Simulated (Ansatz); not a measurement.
**Co under pressure: fit and missing row**

Co, P6_3/mmc, a = 2.455 Å, c = 7.965 Å. Ansatz: PBEsol, PAW, 420 eV, Γ-centred 18×18×6 mesh on 4 atoms, Gaussian smearing 0.10 eV; collinear spin, largest moment 1.7 μB. Cell and atoms are relaxed at each pressure, and no other structure is tried, so the rows at high pressure may lie past a change of phase.

```tsv
V (Å³/atom)	P (GPa)
?	60.01
9.439	30.00
9.853	15.00
10.086	8.00
10.270	3.05
10.395	0.00
10.526	-2.99
```

Take V0 = 10.395 Å³/atom, fit the third-order Birch–Murnaghan form to the other rows, and predict the missing volume.

With the Eulerian strain f = ½[(V0/V)^(2/3) − 1] and y = P/[3f(1 + 2f)^(5/2)], the form is the line y = B0 + 1.5 B0 (B0′ − 4) f. Rows (f, y): 0.03321, 256.4; 0.01817, 251.7; 0.01016, 249.6; 0.00405, 246.0; -0.00416, 244.6. Means f = 0.01229, y = 249.66; Σ(Δf)² = 0.0008153, ΣΔfΔy = 0.2665; the slope is their ratio. y = 245.6 + 326.9 f GPa, so B0 = 245.6 GPa and B0′ = 4 + 2 × (326.9)/(3 × 245.6) = 4.89. P = 60.01 GPa is met at f = 0.05760 (y = 264.43), so V = V0 (1 + 2f)^(−3/2) = 8.827 Å³/atom. The run gave 8.805 Å³/atom, so the fit is 0.022 Å³/atom too high, 1.3 % of the span of the series, against an rms of 0.0004 Å³/atom on the fitted rows. The row lies outside the fitted range. A fourth-order term fitted to the same rows gives P = 61.23 GPa at this row's volume (the line 61.28, the run 60.01), no gain. The records add, with no proof that it causes the miss: the moment goes from 6.15 to 5.83 μB between the run one row up and this one. Also, this row ran on the mesh 24×24×6, its neighbour on 18×18×6, which can shift it a little.

The mesh isn't the same in all rows (18×18×6, 24×24×6).